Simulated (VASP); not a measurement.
# KI (Pm-3m) in VASP: a series of runs

One crystal, KI, is run at these levels: r2SCAN; tasks: single point.

Everything below comes from runs of VASP 6.6.1. Logs are shortened: lines on timing, memory, paths and dates and some standing lists are left out, and cuts for length are marked.

### 1 Starting point

It takes space group Pm-3m (No. 221, cubic). The conventional cell has a = 4.291 Å, b = 4.291 Å, c = 4.291 Å, α = 90.00°, β = 90.00°, γ = 90.00°. I (site symmetry m-3m) is surrounded by 8 K at 3.72 Å. K (site symmetry m-3m) is surrounded by 8 I at 3.72 Å.

Measurements of this composition are mostly on another form, of space group No. 225.

### 2 Single point, r2SCAN

INCAR

```
SYSTEM = KI
ADDGRID = .False.
ALGO = Normal
EDIFF = 1E-6
ENCUT = 350
ISIF = 2
ISMEAR = 0
LASPH = .True.
LCHARG = .False.
LMIXTAU = .True.
LREAL = .False.
LWAVE = .False.
METAGGA = R2SCAN
NBANDS = 15
NELM = 100
PREC = Accurate
SIGMA = 0.05
```

KPOINTS

```
k-points
0
Gamma
  3 3 3
  0 0 0
```

POSCAR

```
KI
1.0
    4.2911966600      0.0000000000      0.0000000000
    0.0000000000      4.2911966600      0.0000000000
    0.0000000000      0.0000000000      4.2911966600
I K
1 1
Direct
    0.5000000000      0.5000000000      0.5000000000
    0.0000000000      0.0000000000      0.0000000000
```

Potentials or basis: VASP PAW PBE potentials, release 64 (I, K_sv).

The run is started by

```
$ cat potpaw_PBE.64/I/POTCAR potpaw_PBE.64/K_sv/POTCAR > POTCAR
$ mpirun -np 1 vasp_std > vasp.out
```

OUTCAR:

```text
SYSTEM = KI
   EDIFF = 1E-6
   ENCUT = 350
   ISIF = 2
   ISMEAR = 0
   LASPH = .True.
   LREAL = .False.
   METAGGA = R2SCAN
   NELM = 100
   PREC = Accurate

 Found      4 irreducible k-points:

 Following reciprocal coordinates:
            Coordinates               Weight
  0.000000  0.000000  0.000000      1.000000
  0.333333  0.000000  0.000000      6.000000
  0.333333  0.333333  0.000000     12.000000
  0.333333  0.333333  0.333333      8.000000
   k-points           NKPTS =      4   k-points in BZ     NKDIM =      4   number of bands    NBANDS=     15
   number of dos      NEDOS =    301   number of ions     NIONS =      2
   total plane-waves  NPLWV =  21952
   dimension x,y,z NGX =    28 NGY =   28 NGZ =   28
   dimension x,y,z NGXF=    56 NGYF=   56 NGZF=   56
   ions per type =               1   1
   NGX,Y,Z   is equivalent  to a cutoff of  10.85, 10.85, 10.85 a.u.
   NGXF,Y,Z  is equivalent  to a cutoff of  21.70, 21.70, 21.70 a.u.
 SYSTEM =  KI
   PREC   = accura    normal or accurate (medium, high low for compatibility)
   ISTART =      0    job   : 0-new  1-cont  2-samecut
   ICHARG =      2    charge: 1-file 2-atom 10-const
   ISPIN  =      1    spin polarized calculation?
   LNONCOLLINEAR =      F non collinear calculations
   LSORBIT =      F    spin-orbit coupling
   LASPH  =      T    aspherical Exc in radial PAW
   ENCUT  =  350.0 eV  25.72 Ry    5.07 a.u.   6.55  6.55  6.55*2*pi/ulx,y,z
   NELM   =    100;   NELMIN=  2; NELMDL= -5     # of ELM steps
   EDIFF  = 0.1E-05   stopping-criterion for ELM
   LREAL  =      F    real-space projection
   EDIFFG = 0.1E-04   stopping-criterion for IOM
   NSW    =      0    number of steps for IOM
   IBRION =     -1    ionic relax: 0-MD 1-quasi-New 2-CG
   NFREE  =      0    steps in history (QN), initial steepest desc. (CG)
   ISIF   =      2    stress and relaxation
   ISYM   =      2    0-nonsym 1-usesym 2-fastsym
   POTIM  = 0.5000    time-step for ionic-motion
   TEBEG  =    0.0;   TEEND  =   0.0 temperature during run
   PSTRESS=    0.0 pullay stress
   NELECT =      16.0000    total number of electrons
   NUPDOWN=      -1.0000    fix difference up-down
   EMIN   =  10.00;   EMAX   =-10.00  energy-range for DOS
   EFERMI =   0.00;   METHOD = LEGACY
   ISMEAR =     0;   SIGMA  =   0.05  broadening in eV -4-tet -1-fermi 0-gaus
   EFERMI_NEDOS =   21; number of points for ismear=-14 and -15
   IALGO  =     38    algorithm
   IMIX   =      4    mixing-type and parameters
     AMIX     =   0.40;   BMIX     =  1.00
     AMIX_MAG =   1.60;   BMIX_MAG =  1.00
  volume/ion in A,a.u.               =      39.51       266.63
  Fermi-wavevector in a.u.,A,eV,Ry     =   0.961324  1.816639 12.573738  0.924144
  Thomas-Fermi vector in A             =   2.090686
   LORBIT       =      0    0 simple, 1 ext, 2 COOP (PROOUT), +10 PAW based schemes
   METAGGA = R2SCAN    functional components
   LHFCALC =     F    Hartree Fock is set to
   AEXX    =    0.0000 exact exchange contribution
   IVDW    =     0    specifies the selected vdW correction
   LEPSILON=     F    determine dielectric tensor
   LRPA    =     F    only Hartree local field effects (RPA)
 non-spin polarized calculation
 Gauss-broadening in eV      SIGMA  =   0.05
  energy-cutoff  :      350.00
  volume of cell :       79.02
 maximum number of plane-waves:      1193
 NGX is ok and might be reduce to    28
   NGX = 13   NGY = 13   NGZ = 13

 number of electron      16.0000006 magnetization

 Free energy of the ion-electron system (eV)
  ---------------------------------------------------
  ext. energy  EPLUGINS =         0.00000000
  ---------------------------------------------------
  free energy    TOTEN  =       -33.81873165 eV

  energy without entropy =      -33.81873165  energy(sigma->0) =      -33.81873165

 E-fermi :   0.7085     XC(G=0):  -8.0388

 val. band max:        0.4631565945   @ k =   0.3333   0.3333   0.0000
 cond. band min:       4.6259741432   @ k =   0.0000   0.0000   0.0000
 fundamental gap:      4.1628175488
 Fermi energy:         0.7084636696

 k-point     1 :       0.0000    0.0000    0.0000
  band No.  band energies     occupation
      1     -30.0182      2.00000
      2     -12.6990      2.00000
      3     -12.6990      2.00000
      4     -12.6990      2.00000
      5     -10.8827      2.00000
      6       0.2309      2.00000
      7       0.2309      2.00000
      8       0.2309      2.00000
      9       4.6260      0.00000
     10       5.8398      0.00000
     11       5.8398      0.00000
     12       9.6758      0.00000
     13       9.6758      0.00000
     14       9.6758      0.00000
     15      11.7536      0.00000

 k-point     2 :       0.3333    0.0000    0.0000
  band No.  band energies     occupation
      1     -30.0149      2.00000
      2     -12.8208      2.00000
      3     -12.6907      2.00000
      4     -12.6907      2.00000
      5     -10.6457      2.00000
      6      -1.3282      2.00000
      7       0.2920      2.00000
      8       0.2920      2.00000
      9       6.1154      0.00000
     10       6.6389      0.00000
     11       7.9115      0.00000
     12       9.2378      0.00000
     13       9.5587      0.00000
     14       9.5587      0.00000
     15      10.0871      0.00000

 k-point     3 :       0.3333    0.3333    0.0000
  band No.  band energies     occupation
      1     -30.0116      2.00000
      2     -12.7857      2.00000
      3     -12.7588      2.00000
      4     -12.6838      2.00000
      5     -10.5547      2.00000
      6      -1.0663      2.00000
      7      -0.8843      2.00000
      8       0.4632      2.00000
      9       5.9201      0.00000
     10       6.8541      0.00000
     11       8.3151      0.00000
     12       8.8730      0.00000
     13       8.9151      0.00000
     14       9.3103      0.00000
     15      10.6238      0.00000

 k-point     4 :       0.3333    0.3333    0.3333
  band No.  band energies     occupation
      1     -30.0085      2.00000
      2     -12.7612      2.00000
      3     -12.7466      2.00000
      4     -12.7466      2.00000
      5     -10.4471      2.00000
      6      -0.8226      2.00000
      7      -0.8213      2.00000
      8      -0.8213      2.00000
      9       6.5406      0.00000
     10       7.0132      0.00000
     11       7.0132      0.00000
     12       8.9771      0.00000
     13       9.7652      0.00000
     14       9.7652      0.00000
     15      11.4515      0.00000

------------------------ aborting loop because EDIFF is reached ----------------------------------------

  FORCE on cell =-STRESS in cart. coord.  units (eV):
  Direction    XX          YY          ZZ          XY          YZ          ZX
  --------------------------------------------------------------------------------------
  -------------------------------------------------------------------------------------
  Total        0.1107339      0.1107339      0.1107339      0.0000000      0.0000000     -0.0000000
  in kB        2.2452038      2.2452038      2.2452038      0.0000000      0.0000000     -0.0000000
  external PRESSURE =       2.2452038 kB  Pullay stress =       0.0000000 kB

 VOLUME and BASIS-vectors are now :
 -----------------------------------------------------------------------------
  energy-cutoff  :      350.00
  volume of cell :       79.02
      direct lattice vectors                 reciprocal lattice vectors
     4.291196660  0.000000000  0.000000000     0.233035230  0.000000000  0.000000000
     0.000000000  4.291196660  0.000000000     0.000000000  0.233035230  0.000000000
     0.000000000  0.000000000  4.291196660     0.000000000  0.000000000  0.233035230

 POSITION                                       TOTAL-FORCE (eV/Angst)
 -----------------------------------------------------------------------------------
      2.14560      2.14560      2.14560         0.000000      0.000000      0.000000
      0.00000      0.00000      0.00000         0.000000      0.000000      0.000000
 -----------------------------------------------------------------------------------
    total drift:                               -0.000000      0.000000      0.000000

  FREE ENERGIE OF THE ION-ELECTRON SYSTEM (eV)
  ---------------------------------------------------
  free  energy   TOTEN  =       -33.8187316457 eV

  energy  without entropy=      -33.8187316457  energy(sigma->0) =      -33.81873165
```

stdout:

```text
POSCAR found type information on POSCAR I K
 POSCAR found :  2 types and       2 ions
 scaLAPACK will be used
 -----------------------------------------------------------------------------
|                                                                             |
|                                                                             |
|     You enforced a specific xc type in the INCAR file but a different       |
|     I HOPE YOU KNOW WHAT YOU ARE DOING!                                     |
|                                                                             |
 -----------------------------------------------------------------------------

 LDA part: xc-table for (None), standard interpolation
 POSCAR, INCAR and KPOINTS ok, starting setup
 FFT: planning ... GRIDC
 FFT: planning ... GRID_SOFT
 FFT: planning ... GRID
 WAVECAR not read
 entering main loop
```

It took 23 s on 1 thread of Intel Xeon Platinum 8259CL at 2.50GHz (Skylake/Cascade Lake), shared host; peak memory 0.16 GiB.

These settings aren't checked as converged: the numbers below hold their error.

What came out:

```
Free energy            : -33.8187 eV
Pressure               : 0.2 GPa
Band gap on the k mesh : 4.16 eV, indirect (least direct gap 4.40 eV)
```

Caveat: the k mesh is coarse (spacing up to 0.49 Å⁻¹), so the values aren't converged; the PAW data sets were made with another functional, which shifts forces and pressure a little; spin-orbit coupling is left out, which moves the levels of the heavy elements; an odd mesh through Γ misses points on the zone boundary, where band edges often lie.

### 3 Single point, r2SCAN

INCAR is that of step 2.

KPOINTS is that of step 2.

POSCAR

```
KI
1.0
    4.2911966600      0.0000000000      0.0000000000
    0.0000000000      4.2911966600      0.0000000000
    0.0000000000      0.0000000000      4.2911966600
I K
1 1
Direct
    0.5065330000      0.4906340000      0.4946390000
   -0.0062690000      0.0032140000     -0.0010130000
```

Potentials or basis: VASP PAW PBE potentials, release 64 (I, K_sv).

The run is started by

```
$ cat potpaw_PBE.64/I/POTCAR potpaw_PBE.64/K_sv/POTCAR > POTCAR
$ mpirun -np 1 vasp_std > vasp.out
```

Run time: 46 s. Hardware: 1 thread of Intel Xeon Platinum 8259CL at 2.50GHz (Skylake/Cascade Lake), shared host; peak memory 0.16 GiB.

The run converged, but some of its settings lie outside the range that counts as converged, so its numbers aren't taken as properties of the crystal.

What came out:

```yaml
Free_energy: -33.8167 eV
Pressure: 0.3 GPa
Largest_force: 0.050 eV/Å
Band_gap_on_the_k_mesh: 4.16 eV, indirect (least direct gap 4.40 eV)
```

Caveat: the k mesh is coarse (spacing up to 0.49 Å⁻¹), so the values aren't converged; the PAW data sets were made with another functional, which shifts forces and pressure a little; spin-orbit coupling is left out, which moves the levels of the heavy elements; an odd mesh through Γ misses points on the zone boundary, where band edges often lie.

### 4 Single point, r2SCAN

Edit INCAR of step 3 so:

```diff
@@ -4,3 +4,3 @@
 EDIFF = 1E-6
-ENCUT = 350
+ENCUT = 400
 ISIF = 2
```

KPOINTS is that of step 3.

POSCAR

```
KI
1.0
    4.2911966600      0.0000000000      0.0000000000
    0.0000000000      4.2911966600      0.0000000000
    0.0000000000      0.0000000000      4.2911966600
I K
1 1
Direct
    0.5000000000      0.5000000000      0.5000000000
    0.0000000000      0.0000000000      0.0000000000
```

The run is started by

```
$ cat potpaw_PBE.64/I/POTCAR potpaw_PBE.64/K_sv/POTCAR > POTCAR
$ mpirun -np 1 vasp_std > vasp.out
```

Run time: 24 s. Hardware: 1 thread of Intel Xeon Platinum 8259CL at 2.50GHz (Skylake/Cascade Lake), shared host; peak memory 0.16 GiB.

These settings aren't checked as converged: the numbers below hold their error.

What came out:

```
Free energy            : -33.8192 eV
Pressure               : 0.3 GPa
Band gap on the k mesh : 4.16 eV, indirect (least direct gap 4.39 eV)
```

Caveat: the k mesh is coarse (spacing up to 0.49 Å⁻¹), so the values aren't converged; the PAW data sets were made with another functional, which shifts forces and pressure a little; spin-orbit coupling is left out, which moves the levels of the heavy elements; an odd mesh through Γ misses points on the zone boundary, where band edges often lie.

### 5 Single point, r2SCAN

INCAR is that of step 4.

KPOINTS is that of step 4.

POSCAR

```
KI
1.0
    4.2911966600      0.0000000000      0.0000000000
    0.0000000000      4.2911966600      0.0000000000
    0.0000000000      0.0000000000      4.2911966600
I K
1 1
Direct
    0.5065330000      0.4906340000      0.4946390000
   -0.0062690000      0.0032140000     -0.0010130000
```

The run is started by

```
$ cat potpaw_PBE.64/I/POTCAR potpaw_PBE.64/K_sv/POTCAR > POTCAR
$ mpirun -np 1 vasp_std > vasp.out
```

It took 47 s on 1 thread of Intel Xeon Platinum 8259CL at 2.50GHz (Skylake/Cascade Lake), shared host; peak memory 0.16 GiB.

These settings aren't checked as converged: the numbers below hold their error.

Results:

| Quantity | Value |
| --- | --- |
| Free energy | -33.8172 eV |
| Pressure | 0.3 GPa |
| Largest force | 0.049 eV/Å |
| Band gap on the k mesh | 4.16 eV, indirect (least direct gap 4.39 eV) |

Caveat: the k mesh is coarse (spacing up to 0.49 Å⁻¹), so the values aren't converged; the PAW data sets were made with another functional, which shifts forces and pressure a little; spin-orbit coupling is left out, which moves the levels of the heavy elements; an odd mesh through Γ misses points on the zone boundary, where band edges often lie.
